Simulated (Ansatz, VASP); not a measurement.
## One calculation of SnO2 (Cassiterite), two programs

The input INCAR:

```
ALGO = Fast
EDIFF = 1E-6
ENCUT = 520
GGA = PE
ISIF = 2
ISMEAR = 0
LASPH = T
LCHARG = F
LREAL = F
LWAVE = F
NBANDS = 35
NELM = 100
PREC = Accurate
SIGMA = 0.02
```

File KPOINTS:

```
k-points
0
Gamma
  6 6 8
```

Contents of POSCAR:

```
SnO2
1.0
    4.8274195329      0.0000000000      0.0000000000
    0.0000000000      4.8274195329      0.0000000000
    0.0000000000      0.0000000000      3.2380692451
Sn O
2 4
Direct
    0.0000000000      0.0000000000      0.0000000000
    0.5000000000      0.5000000000      0.5000000000
    0.3065442699      0.3065442699      0.0000000000
    0.1934557301      0.8065442699      0.5000000000
    0.6934557301      0.6934557301      0.0000000000
    0.8065442699      0.1934557301      0.5000000000
```

Input for Ansatz:

```yaml
crystal:
  lattice:
    - [4.8274195329, 0.0, 0.0]
    - [0.0, 4.8274195329, 0.0]
    - [0.0, 0.0, 3.2380692451]
  atoms:
    - { symbol: Sn, position: [0.0, 0.0, 0.0] }
    - { symbol: Sn, position: [0.5, 0.5, 0.5] }
    - { symbol: O, position: [0.3065442699, 0.3065442699, 0.0] }
    - { symbol: O, position: [0.1934557301, 0.8065442699, 0.5] }
    - { symbol: O, position: [0.6934557301, 0.6934557301, 0.0] }
    - { symbol: O, position: [0.8065442699, 0.1934557301, 0.5] }
basis:
  ecutwfc: 420
kpoints:
  mp_grid: { grid: [6, 6, 8] }
  band_path:
    path:
      - [[0.0, 0.0, 0.0], [0.0, 0.5, 0.0], [0.5, 0.5, 0.0], [0.0, 0.0, 0.0], [0.0, 0.0, 0.5], [0.0, 0.5, 0.5], [0.5, 0.5, 0.5], [0.0, 0.0, 0.5]]
      - [[0.0, 0.5, 0.0], [0.0, 0.5, 0.5]]
      - [[0.5, 0.5, 0.0], [0.5, 0.5, 0.5]]
    npoints: 14
hamiltonian:
  xc: pbe
scf:
  occupations: { method: gaussian, width: 0.02 }
  n_extra_bands: 15
output:
  forces: true
  stress: true
  eigenvalues: true
  populations: true
  dos: { projected: true, de: 0.02, nscf_kmesh: { grid: [9, 9, 12] } }
  bader: true
  write_density: true
  write_potential: true
  elf: true
  volumetric_format: npy
```

Alike in both runs: task single point; functional PBE; k mesh 6 × 6 × 8; occupations gaussian, width 0.02 eV; no spin polarisation.

```csv
,VASP,Ansatz
version,VASP 6.6.1,Ansatz 0.2.0
potentials or method,"VASP PAW PBE potentials, release 64 (Sn_d, O)","scalar-relativistic, plane waves, PAW"
plane-wave cutoff (eV),520,420
valence electrons in the cell,52,52
```

```csv
,VASP,Ansatz,Ansatz less VASP
gap on the k mesh at the Fermi level (eV),0.67,0.68,+0.012
least direct gap on the mesh (eV),0.67,0.68,+0.012
pressure (GPa),0.6,0.0,-0.58
largest component of the traceless stress (GPa),0.20,0.00,-0.191
rms of the force components (eV/Å),0.006,0.002,-0.0035
```

Atom by atom the forces differ by 0.008 eV/Å (rms over components).

Caveats: spin-orbit coupling is left out, which moves the levels of the heavy elements. PBE gaps usually lie below the measured ones, often by a third to a half.
